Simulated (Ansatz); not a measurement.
Crystal: Pb.

```
CELL_PARAMETERS angstrom
0.00000 3.43900 3.43900
3.43900 0.00000 3.43900
3.43900 3.43900 0.00000
ATOMIC_POSITIONS crystal
Pb 0.25000 0.25000 0.25000
Pb 0.00000 0.00000 0.00000
```

This isn't the form of Pb at room conditions, which is fcc.

```yaml
Program: Ansatz 0.2.0
Task: single point
Functional: PBE
Potentials_or_basis: Ansatz PAW
Cutoff: "420 eV (not typed: the program's choice for these potentials)"
k_mesh: 7 × 7 × 7
Occupations: fermi-dirac, width 0.05 eV
Spin: no spin polarisation
```

On this cell: pressure 2.4 GPa; largest force zero by symmetry; band gap on the k mesh none (metal or under the smearing width).

The same run follows on a disturbed copy (atoms moved at random, drawn with an rms of 0.05 Å):

```
Pb
1.0
     0.00000    3.43900    3.43900
     3.43900    0.00000    3.43900
     3.43900    3.43900    0.00000
Pb
2
Direct
  0.24233 0.24870 0.24871
  0.00968 0.98262 0.01781
```

**Question.** What changes?

**Answer.** The energy (extrapolated to zero smearing) moves by +18.9 meV/atom; pressure 2.6 GPa; largest force 0.648 eV/Å; band gap on the k mesh none (metal or under the smearing width).

Forces in eV/Å, atoms in the order of the input:
```
Pb   0.062  0.644  0.039
Pb  -0.062 -0.644 -0.039
```

Stress tensor (GPa, compression positive):
```
2.71 0.11 1.85
0.11 2.32 0.18
1.85 0.18 2.72
```
